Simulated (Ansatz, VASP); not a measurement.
One calculation of Hf3N2, two programs

```
CELL_PARAMETERS angstrom
1.59943 0.92343 7.75484
-1.59943 0.92343 7.75484
0.00000 -1.84686 7.75484
ATOMIC_POSITIONS crystal
Hf 0.77942 0.77942 0.77942
Hf 0.22058 0.22058 0.22058
Hf 0.00000 0.00000 0.00000
N 0.61192 0.61192 0.61192
N 0.38808 0.38808 0.38808
```

The cell comes from a database or a generator and needn't be the stable form of this composition.

Alike in both runs: task single point; functional r2SCAN; k mesh 6 × 6 × 6; occupations gaussian, width 0.1 eV; no spin polarisation.

```csv
,VASP,Ansatz
version,VASP 6.6.1,Ansatz 0.2.0
potentials or method,"VASP PAW PBE potentials, release 64 (Hf_pv, N)","scalar-relativistic, plane waves, PAW"
plane-wave cutoff (eV),520,500
valence electrons in the cell,40,88
```

Ansatz gave:

- gap on the k mesh at the Fermi level (eV): none
- pressure (GPa): 1.8
- largest component of the traceless stress (GPa): 0.36
- rms of the force components (eV/Å): 0.040

Task: Estimate VASP's values.

Result: gap on the k mesh at the Fermi level (eV): none; pressure (GPa): -0.1; largest component of the traceless stress (GPa): 0.25; rms of the force components (eV/Å): 0.026.

Atom by atom the forces differ by 0.029 eV/Å (rms over components). A gap of «none» marks a metal or a gap that the smearing closes. The two sets of potentials don't hold the same shells in valence.

Caveats: the k mesh is coarse (spacing up to 0.38 Å⁻¹), so the values aren't converged; the PAW data sets were made with another functional, which shifts forces and pressure a little (VASP). The runs have no spin-orbit coupling, so splittings on Hf are missing.
